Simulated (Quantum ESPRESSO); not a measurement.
**TiO2: dielectric tensor and Born charges under several settings**

```
Ti O
1.0
     4.59984    0.00000    0.00000
     0.00000    4.59984    0.00000
     0.00000    0.00000    2.95921
Ti O
2 4
Direct
  0.00000 0.00000 0.50000
  0.50000 0.50000 0.00000
  0.30432 0.30432 0.50000
  0.19568 0.80432 0.00000
  0.80432 0.19568 0.00000
  0.69568 0.69568 0.50000
```

The cell is a database's computed one.

All runs used Quantum ESPRESSO 7.5; potentials PseudoDojo 0.4.1 SR PBE standard; given cell; no spin polarisation; cutoff 1143 eV; occupations smeared at first, fixed for the response.

| level | k mesh (s: shifted) | pressure (GPa) | ε∞ (diagonal) | Born charge of atom 1 (e) | sum of the Born charges (e) |
| --- | --- | --- | --- | --- | --- |
| PBE | 2 × 2 × 4 | 3.9 | 8.54, 8.54, 9.55 | 7.33 | -0.47 |
| PBE | 4 × 4 × 4 | 3.7 | 7.42, 7.42, 9.21 | 6.86 | -0.10 |
| PBE | 4 × 4 × 6 | ? | ? | ? | ? |

Q: What stands in the row left open?

A: Pressure 3.6 GPa; ε∞ 7.34, 7.34, 8.75; Born charge of atom 1 6.76 e; sum of the Born charges -0.02 e.

Caveats: some runs use coarse meshes; the cell is more than 3 GPa from zero pressure, which shifts response properties; on a mesh that holds Γ this program's dielectric tensor can be off by some percent beyond the error of the mesh.

For the row left open. Caveat: the mesh is thin for the dielectric tensor, Born charges and intensities, which usually come out too large; the cell is more than 3 GPa from zero pressure, which shifts response properties; on a mesh that holds Γ this program's dielectric tensor can be off by some percent beyond the error of the mesh.
